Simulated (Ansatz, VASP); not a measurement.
Two plane-wave programs on Ta

```
CELL_PARAMETERS angstrom
3.31897 0.00000 0.00000
0.00000 3.31897 0.00000
0.00000 0.00000 18.97845
ATOMIC_POSITIONS crystal
Ta 0.50000 0.50000 0.36884
Ta 0.00000 0.00000 0.45628
Ta 0.50000 0.50000 0.54304
Ta 0.00000 0.00000 0.62174
```

Alike in both runs: functional PBE; k mesh 9 × 9 × 1; occupations gaussian, width 0.1 eV; no spin polarisation.

Ansatz relaxed the structure, and its values are those at the end. VASP's run is a single point on that final structure, the one shown.

```csv
,VASP,Ansatz
version,VASP 6.6.1,Ansatz 0.2.0
potentials or method,"VASP PAW PBE potentials, release 64 (Ta_pv)","scalar-relativistic, plane waves, PAW"
plane-wave cutoff (eV),520,420
valence electrons in the cell,44,52
```

VASP gave:

| Item | Value |
| --- | --- |
| gap on the k mesh at the Fermi level (eV) | none |
| rms of the force components (eV/Å) | 0.333 |

Q: Estimate Ansatz's values.

A: gap on the k mesh at the Fermi level (eV): none; rms of the force components (eV/Å): 0.329.

A gap of «none» marks a metal or a gap that the smearing closes. The two sets of potentials don't hold the same shells in valence.

The runs have no spin-orbit coupling, so splittings on Ta are missing.
